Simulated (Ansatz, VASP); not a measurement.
MoS2 in VASP and in Ansatz

```
Mo S
1.0
     0.00000    3.05471    3.05471
     3.05471    0.00000    3.05471
     3.05471    3.05471    0.00000
Mo S
1 2
Direct
  0.00000 0.00000 0.00000
  0.25000 0.25000 0.25000
  0.75000 0.75000 0.75000
```

Change from the starting cell: volume scaled by 1.06.

Alike in both runs: task single point; functional PBE; k mesh 8 × 8 × 8; occupations fermi-dirac, width 0.05 eV; no spin polarisation.

|  | VASP | Ansatz |
| --- | --- | --- |
| version | VASP 6.6.1 | Ansatz 0.2.0 |
| potentials or method | VASP PAW PBE potentials, release 64 (Mo_sv, S), cutoff 520 eV | all-electron LAPW, scalar-relativistic |

```csv
,VASP,Ansatz,Ansatz less VASP
gap on the k mesh at the Fermi level (eV),none,none,-
pressure (GPa),-12.2,-12.2,+0.02
```

A gap of «none» marks a metal or a gap that the smearing closes. Ansatz ran all-electron here, so the differences hold the error of VASP's frozen core and of both bases.
